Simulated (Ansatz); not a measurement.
Runs of Ansatz 0.2.0 on MoS2. It takes space group P-3m1 (No. 164, trigonal). The conventional cell has a = 3.227 Å, b = 3.227 Å, c = 6.312 Å, α = 90.00°, β = 90.00°, γ = 120.00°. Mo (site symmetry -3m) is surrounded by 6 S at 2.42 Å. S (site symmetry 3m) is surrounded by 3 Mo at 2.42 Å. Measurements of this composition are mostly on another form, of space group No. 194.

```csv
share of exact exchange,gap on the mesh (eV),pressure (GPa),largest force (eV/Å)
0.3,none,-4.0,0.45
0.25,none,(b),0.36
0.4,none,-5.7,(a)
0.5,none,(c),0.79
```

Alike in all rows: task single point; level HSE06 form with a typed share of exact exchange; potentials or basis Ansatz PAW; no spin polarisation; cell as given; k mesh 5 × 5 × 2; cutoff (eV) 420; smearing fermi-dirac 0.05 eV; the mesh is coarse, so values aren't converged.

Problem. Estimate the missing entries.

Solution. (a) 0.61; (b) -3.2; (c) -7.3.

Caveats: all runs use coarse meshes; the PAW data sets come from PBE, with cores solved anew for the run's functional, which leaves a small shift of forces and pressure; the thresholds are loose for stress.

A k mesh can miss the band edges, and the runs leave out spin-orbit coupling on Mo.

A gap of «none» marks a metal or a gap under the smearing width.
